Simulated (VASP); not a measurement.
# MnS (R-3m) in VASP: further runs

One crystal, MnS, is run at these levels: PBE; tasks: single point.

All numbers are computed with VASP 6.6.1; they aren't measurements. Logs are shortened: lines on timing, memory, paths and dates and some standing lists are left out, and cuts for length are marked.

## (1) The structure

It takes space group R-3m (No. 166, trigonal). Conventional cell: a = 3.660 Å, b = 3.660 Å, c = 8.913 Å, α = 90.00°, β = 90.00°, γ = 120.00°. Around Mn (site symmetry -3m) lie 6 S at 2.58 Å. S (site symmetry -3m) has 6 Mn at 2.58 Å as nearest neighbours.

The cell is a database's computed one.

## (2) Single point, PBE, collinear spin, ferromagnetic start

The input, INCAR:

```
SYSTEM = MnS
ADDGRID = .False.
ALGO = Normal
EDIFF = 1E-6
ENCUT = 800
GGA = PE
ISIF = 2
ISMEAR = 0
ISPIN = 2
LASPH = .True.
LCHARG = .False.
LMAXMIX = 4
LORBIT = 11
LREAL = .False.
LWAVE = .False.
MAGMOM = 4 0
NELM = 100
PREC = Low
SIGMA = 0.05
```

The input, KPOINTS:

```
k-points
0
Gamma
  5 5 5
  0 0 0
```

The input, POSCAR:

```
MnS
1.0
    1.8299960138      1.0565486912      2.9709202777
   -1.8299960138      1.0565486912      2.9709202777
    0.0000000000     -2.1130973823      2.9709202777
Mn S
1 1
Direct
   -0.0003430000      0.0039840000     -0.0109630000
    0.4802460000      0.5015880000      0.5288910000
```

Potentials or basis: VASP PAW PBE potentials, release 64 (Mn_pv, S_h).

On the command line:

```
$ cat potpaw_PBE.64/Mn_pv/POTCAR potpaw_PBE.64/S_h/POTCAR > POTCAR
$ mpirun -np 1 vasp_std > vasp.out
```

OUTCAR:

```text
SYSTEM = MnS
   EDIFF = 1E-6
   ENCUT = 800
   GGA = PE
   ISIF = 2
   ISMEAR = 0
   ISPIN = 2
   LASPH = .True.
   LORBIT = 11
   LREAL = .False.
   NELM = 100
   PREC = Low

 Found     63 irreducible k-points:

 Following reciprocal coordinates:
            Coordinates               Weight
  0.000000  0.000000  0.000000      1.000000
  0.200000 -0.000000  0.000000      2.000000
 -0.000000  0.200000  0.000000      2.000000
  0.000000  0.000000  0.200000      2.000000
  0.400000  0.000000  0.000000      2.000000
  0.000000  0.400000  0.000000      2.000000
   k-points           NKPTS =     63   k-points in BZ     NKDIM =     63   number of bands    NBANDS=     15
   number of dos      NEDOS =    301   number of ions     NIONS =      2
   total plane-waves  NPLWV =  21952
   dimension x,y,z NGX =    28 NGY =   28 NGZ =   28
   dimension x,y,z NGXF=    28 NGYF=   28 NGZF=   28
   ions per type =               1   1
   NGX,Y,Z   is equivalent  to a cutoff of  12.77, 12.77, 12.77 a.u.
   NGXF,Y,Z  is equivalent  to a cutoff of  12.77, 12.77, 12.77 a.u.
 SYSTEM =  MnS
   PREC   = low       normal or accurate (medium, high low for compatibility)
   ISTART =      0    job   : 0-new  1-cont  2-samecut
   ICHARG =      2    charge: 1-file 2-atom 10-const
   ISPIN  =      2    spin polarized calculation?
   LNONCOLLINEAR =      F non collinear calculations
   LSORBIT =      F    spin-orbit coupling
   LASPH  =      T    aspherical Exc in radial PAW
   ENCUT  =  800.0 eV  58.80 Ry    7.67 a.u.   8.41  8.41  8.41*2*pi/ulx,y,z
   NELM   =    100;   NELMIN=  2; NELMDL= -5     # of ELM steps
   EDIFF  = 0.1E-05   stopping-criterion for ELM
   LREAL  =      F    real-space projection
   EDIFFG = 0.1E-04   stopping-criterion for IOM
   NSW    =      0    number of steps for IOM
   IBRION =     -1    ionic relax: 0-MD 1-quasi-New 2-CG
   NFREE  =      0    steps in history (QN), initial steepest desc. (CG)
   ISIF   =      2    stress and relaxation
   ISYM   =      2    0-nonsym 1-usesym 2-fastsym
   POTIM  = 0.5000    time-step for ionic-motion
   TEBEG  =    0.0;   TEEND  =   0.0 temperature during run
   PSTRESS=    0.0 pullay stress
   NELECT =      19.0000    total number of electrons
   NUPDOWN=      -1.0000    fix difference up-down
   EMIN   =  10.00;   EMAX   =-10.00  energy-range for DOS
   EFERMI =   0.00;   METHOD = LEGACY
   ISMEAR =     0;   SIGMA  =   0.05  broadening in eV -4-tet -1-fermi 0-gaus
   EFERMI_NEDOS =   21; number of points for ismear=-14 and -15
   IALGO  =     38    algorithm
   IMIX   =      4    mixing-type and parameters
     AMIX     =   0.40;   BMIX     =  1.00
     AMIX_MAG =   1.60;   BMIX_MAG =  1.00
  volume/ion in A,a.u.               =      17.23       116.29
  Fermi-wavevector in a.u.,A,eV,Ry     =   1.342349  2.536672 24.516344  1.801900
  Thomas-Fermi vector in A             =   2.470510
   LORBIT       =     11    0 simple, 1 ext, 2 COOP (PROOUT), +10 PAW based schemes
   GGA     = PE    functional components
   LHFCALC =     F    Hartree Fock is set to
   AEXX    =    0.0000 exact exchange contribution
   IVDW    =     0    specifies the selected vdW correction
   LEPSILON=     F    determine dielectric tensor
   LRPA    =     F    only Hartree local field effects (RPA)
[... 34 lines left out ...]
      6       3.8590      1.00000
      7       3.8730      1.00000
      8       3.9383      1.00000
      9       3.9884      1.00000
     10       5.4393      1.00000
     11       5.4609      1.00000
     12       5.5151      1.00000
     13       9.1540      0.00000
     14      15.7289      0.00000
[... 77 lines left out ...]
      2     -43.3432      1.00000
      3     -43.3383      1.00000
      4      -6.2873      1.00000
      5       0.4097      1.00000
      6       2.4318      1.00000
      7       2.4624      1.00000
      8       4.4090      1.00000
      9       4.4244      1.00000
     10       4.7991      1.00000
     11       7.4942      0.00015
     12       7.5374      0.00000
     13      10.3963      0.00000
     14      13.0357      0.00000
     15      13.0785      0.00000

 [... further k-points ...]

 spin component 2

 k-point     1 :       0.0000    0.0000    0.0000
  band No.  band energies     occupation
      1     -38.9307      1.00000
      2     -38.9285      1.00000
      3     -38.9278      1.00000
      4      -7.2471      1.00000
      5       5.3840      1.00000
      6       5.4363      1.00000
      7       5.4582      1.00000
      8       7.4931      0.00017
      9       7.5229      0.00000
     10       7.5963      0.00000
     11       7.6424      0.00000
     12       7.7017      0.00000
     13      10.1379      0.00000
     14      16.6618      0.00000
[... 77 lines left out ...]
      2     -38.9321      1.00000
      3     -38.9300      1.00000
      4      -6.0935      1.00000
      5       1.0616      1.00000
      6       3.8832      1.00000
      7       3.9146      1.00000
      8       8.3479      0.00000
      9       8.3705      0.00000
     10       8.4504      0.00000
     11      10.0605      0.00000
     12      10.1768      0.00000
     13      11.1459      0.00000
     14      13.9529      0.00000
     15      14.0035      0.00000

 [... further k-points ...]

------------------------ aborting loop because EDIFF is reached ----------------------------------------

  FORCE on cell =-STRESS in cart. coord.  units (eV):
  Direction    XX          YY          ZZ          XY          YZ          ZX
  --------------------------------------------------------------------------------------
  -------------------------------------------------------------------------------------
  Total       -0.4767081     -0.5496800     -0.4090875      0.0426379     -0.0221494     -0.0714399
  in kB      -22.1605838    -25.5528085    -19.0171267      1.9820955     -1.0296546     -3.3210059
  external PRESSURE =     -22.2435064 kB  Pullay stress =       0.0000000 kB

 VOLUME and BASIS-vectors are now :
 -----------------------------------------------------------------------------
  energy-cutoff  :      800.00
  volume of cell :       34.47
      direct lattice vectors                 reciprocal lattice vectors
     1.829996014  1.056548691  2.970920278     0.273224639  0.157746319  0.112198680
    -1.829996014  1.056548691  2.970920278    -0.273224639  0.157746319  0.112198680
     0.000000000 -2.113097382  2.970920278     0.000000000 -0.315492638  0.112198680

 POSITION                                       TOTAL-FORCE (eV/Angst)
 -----------------------------------------------------------------------------------
      1.82208     -1.02954      5.92009        -0.103784     -0.313931      0.163886
     -0.03906     -0.08024      4.48824         0.103784      0.313931     -0.163886
 -----------------------------------------------------------------------------------
    total drift:                               -0.004839     -0.001142      0.000361

  FREE ENERGIE OF THE ION-ELECTRON SYSTEM (eV)
  ---------------------------------------------------
  free  energy   TOTEN  =       -14.0643953842 eV

  energy  without entropy=      -14.0631212404  energy(sigma->0) =      -14.06375831

 total charge

# of ion       s       p       d       tot
------------------------------------------
    1        0.220   6.171   4.951  11.343
    2        0.812   1.289   0.000   2.101
--------------------------------------------------
tot          1.032   7.461   4.951  13.444

 magnetization (x)

# of ion       s       p       d       tot
------------------------------------------
    1        0.050   0.040   4.063   4.153
    2        0.020   0.035   0.000   0.055
--------------------------------------------------
tot          0.069   0.075   4.063   4.207
```

stdout:

```text
POSCAR found type information on POSCAR MnS
 POSCAR found :  2 types and       2 ions
 scaLAPACK will be used
 LDA part: xc-table for (Slater+PW92), standard interpolation
 POSCAR, INCAR and KPOINTS ok, starting setup
 FFT: planning ... GRIDC
 FFT: planning ... GRID_SOFT
 FFT: planning ... GRID
 WAVECAR not read
 entering main loop
```

It took 72 s on 1 thread of Intel Xeon Platinum 8488C (Sapphire Rapids), shared host; peak memory 0.19 GiB.

The run converged, but some of its settings lie outside the range that counts as converged, so its numbers aren't taken as properties of the crystal.

Results:

| Property | Result |
| --- | --- |
| Free energy | -14.0644 eV |
| Pressure | -2.2 GPa |
| Largest force | 0.369 eV/Å |
| Band gap on the k mesh | none (metal or under the smearing width) |
| Net moment | 4.55 μB per cell |
| Site moments | Mn +4.15; S +0.06 μB |
| Valence electrons inside the program's atomic spheres | Mn 11.34; S 2.10 |

Caveat: the k mesh is coarse (spacing up to 0.42 Å⁻¹), so the values aren't converged; a cell with one magnetic atom can't hold antiferromagnetic order, which such compounds often take; semilocal functionals often make such compounds metallic where correlation or magnetic order opens a gap, which also shifts bond lengths.

## (3) Single point, PBE, collinear spin, ferromagnetic start

INCAR: that of step 2 with these lines changed.

```diff
@@ -17,3 +17,3 @@
 NELM = 100
-PREC = Low
+PREC = Normal
 SIGMA = 0.05
```

KPOINTS is that of step 2.

The input, POSCAR:

```
MnS
1.0
    1.8299960138      1.0565486912      2.9709202777
   -1.8299960138      1.0565486912      2.9709202777
    0.0000000000     -2.1130973823      2.9709202777
Mn S
1 1
Direct
    0.0000000000      0.0000000000      0.0000000000
    0.5000000000      0.5000000000      0.5000000000
```

Potentials or basis: VASP PAW PBE potentials, release 64 (Mn_pv, S_h).

On the command line:

```
$ cat potpaw_PBE.64/Mn_pv/POTCAR potpaw_PBE.64/S_h/POTCAR > POTCAR
$ mpirun -np 1 vasp_std > vasp.out
```

Wall time 27 s (1 thread of Intel Xeon Platinum 8488C (Sapphire Rapids), shared host); peak memory 0.18 GiB.

The run converged, but some of its settings lie outside the range that counts as converged, so its numbers aren't taken as properties of the crystal.

Results:

```
Free energy                                           : -14.0858 eV
Pressure                                              : -2.8 GPa
Band gap on the k mesh                                : none (metal or under the smearing width)
Net moment                                            : 4.55 μB per cell
Site moments                                          : Mn +4.16; S +0.05 μB
Valence electrons inside the program's atomic spheres : Mn 11.34; S 2.10
```

Caveat: the k mesh is coarse (spacing up to 0.42 Å⁻¹), so the values aren't converged; a cell with one magnetic atom can't hold antiferromagnetic order, which such compounds often take; semilocal functionals often make such compounds metallic where correlation or magnetic order opens a gap, which also shifts bond lengths.

## (4) Single point, PBE, collinear spin, ferromagnetic start

INCAR is that of step 3.

KPOINTS is that of step 3.

The input, POSCAR:

```
MnS
1.0
    1.8299960138      1.0565486912      2.9709202777
   -1.8299960138      1.0565486912      2.9709202777
    0.0000000000     -2.1130973823      2.9709202777
Mn S
1 1
Direct
   -0.0003430000      0.0039840000     -0.0109630000
    0.4802460000      0.5015880000      0.5288910000
```

On the command line:

```
$ cat potpaw_PBE.64/Mn_pv/POTCAR potpaw_PBE.64/S_h/POTCAR > POTCAR
$ mpirun -np 1 vasp_std > vasp.out
```

Run time: 71 s. Hardware: 1 thread of Intel Xeon Platinum 8488C (Sapphire Rapids), shared host; peak memory 0.24 GiB.

These settings aren't checked as converged: the numbers below hold their error.

Results:

```yaml
Free_energy: -14.0631 eV
Pressure: -2.2 GPa
Largest_force: 0.368 eV/Å
Band_gap_on_the_k_mesh: none (metal or under the smearing width)
Net_moment: 4.55 μB per cell
Site_moments: Mn +4.15; S +0.06 μB
Valence_electrons_inside_the_program's_atomic_spheres: Mn 11.34; S 2.10
```

Caveat: the k mesh is coarse (spacing up to 0.42 Å⁻¹), so the values aren't converged; a cell with one magnetic atom can't hold antiferromagnetic order, which such compounds often take; semilocal functionals often make such compounds metallic where correlation or magnetic order opens a gap, which also shifts bond lengths.

## (5) Single point, PBE, collinear spin, ferromagnetic start

INCAR: that of step 4 with these lines changed.

```diff
@@ -13,3 +13,3 @@
 LORBIT = 11
-LREAL = .False.
+LREAL = Auto
 LWAVE = .False.
@@ -17,3 +17,3 @@
 NELM = 100
-PREC = Normal
+PREC = Accurate
 SIGMA = 0.05
```

KPOINTS is that of step 4.

The input, POSCAR:

```
MnS
1.0
    1.8299960138      1.0565486912      2.9709202777
   -1.8299960138      1.0565486912      2.9709202777
    0.0000000000     -2.1130973823      2.9709202777
Mn S
1 1
Direct
    0.0000000000      0.0000000000      0.0000000000
    0.5000000000      0.5000000000      0.5000000000
```

On the command line:

```
$ cat potpaw_PBE.64/Mn_pv/POTCAR potpaw_PBE.64/S_h/POTCAR > POTCAR
$ mpirun -np 1 vasp_std > vasp.out
```

Run time: 81 s. Hardware: 1 thread of Intel Xeon Platinum 8488C (Sapphire Rapids), shared host; peak memory 0.24 GiB.

These settings aren't checked as converged: the numbers below hold their error.

Results:

```
Free energy                                           : -14.0869 eV
Pressure                                              : -2.9 GPa
Band gap on the k mesh                                : none (metal or under the smearing width)
Net moment                                            : 4.55 μB per cell
Site moments                                          : Mn +4.16; S +0.05 μB
Valence electrons inside the program's atomic spheres : Mn 11.34; S 2.10
```

Caveat: the k mesh is coarse (spacing up to 0.42 Å⁻¹), so the values aren't converged; a cell with one magnetic atom can't hold antiferromagnetic order, which such compounds often take; semilocal functionals often make such compounds metallic where correlation or magnetic order opens a gap, which also shifts bond lengths.
